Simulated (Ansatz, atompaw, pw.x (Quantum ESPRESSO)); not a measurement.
## tantalum: one change to the PAW (atompaw) potential, in the atom and in the sc crystal

```json
{"Element": "Ta (Z = 73)", "Generator": "atompaw 4.2.0.5", "Type": "PAW", "Functional": "PBE", "Relativity": "scalar-relativistic", "Frozen core": "[Kr] 4d10 4f14", "Valence charge": "13", "Reference configuration": "5s2 5p6 5d3.5 6s1.5 6p0", "Partial waves": "5s (bound): rc 1.50 bohr; 6s (bound): rc 3.00 bohr; 5p (bound): rc 2.00 bohr; 6p (bound, empty): rc 3.00 bohr; 5d (bound): rc 3.00 bohr; 5d channel at 4.55 Ry: rc 3.00 bohr", "Local potential": "troulliermartins scheme with l = 3 at 0 Ry, radius 2.55 bohr", "Core correction": "smooth core density matched at 2.60 bohr", "Augmentation charge": "gaussian compensation charge, radius 2.85 bohr; PAW radius 3.00 bohr; waves and projectors: custom polynom gramschmidtortho"}
```

Change: wave 6p (bound): rc 3.00 bohr becomes 6p (bound): rc 2.64 bohr.

Cutoffs, loose and tight: the cutoffs (Ry, on a coarse ladder) from which the occupation-weighted sum of valence levels, in a spherical-Bessel basis at the reference potential, stays within 10 and 1 mRy of its value at 400 Ry. They see the waves and projectors alone, not the compensation charge or the core.

Crystal test: sc Ta in pw.x 7.5, no spin, 12³ k-points, Fermi–Dirac smearing 0.01 Ry, cutoffs set for each file from its atomic test. The reference is all-electron LAPW (Ansatz 0.2.0) with the same functional, mesh and smearing; V0 and B0 come from Birch–Murnaghan fits to the pressures at five volumes. Errors are pseudo minus all-electron; Δ is the rms difference of the E(V) curves that follow from these fits, minima aligned, over ±6 % about the mean V0. Mesh and smearing are coarse, so the numbers serve the comparison and aren't converged zero-temperature values; the lattice is a test structure that the element need not adopt.

All-electron: a0 = 2.742 Å (V0 = 20.63 Å³/atom), B0 = 143.1 GPa.

Task: Does the change bring the crystal closer to the all-electron result?

Result: The mean pressure error goes from -0.85 to -0.22 GPa, so the change moves the solid closer to the all-electron pressures. The B0 error goes the other way, from +1.3 to +2.4 %. At 80 % of its cutoff the pressure of the changed file moves by -0.30 GPa.

| quantity | base | changed |
| --- | --- | --- |
| outcome (atom) | generated | generated |
| cutoff, loose (atom) | 25 Ry | 25 Ry |
| cutoff, tight (atom) | 35 Ry | 35 Ry |
| bound ghosts (atom) | none | none |
| cutoffs in pw.x (Ry) | 45/450 | 45/450 |
| a0 (Å) | 2.737 | 2.741 |
| a0 error (%) | -0.20 | -0.06 |
| B0 error (%) | +1.3 | +2.4 |
| Δ (meV/atom) | 3.8 | 1.1 |
| mean pressure error (GPa) | -0.85 | -0.22 |

Base: The largest radius (3.00 bohr) exceeds half the bond length (2.58 bohr), so the spheres overlap, which is one possible source of error among others. Changed file: The largest radius (3.00 bohr) exceeds half the bond length (2.58 bohr), so the spheres overlap, which is one possible source of error among others. The atomic cutoffs weigh occupied waves only.
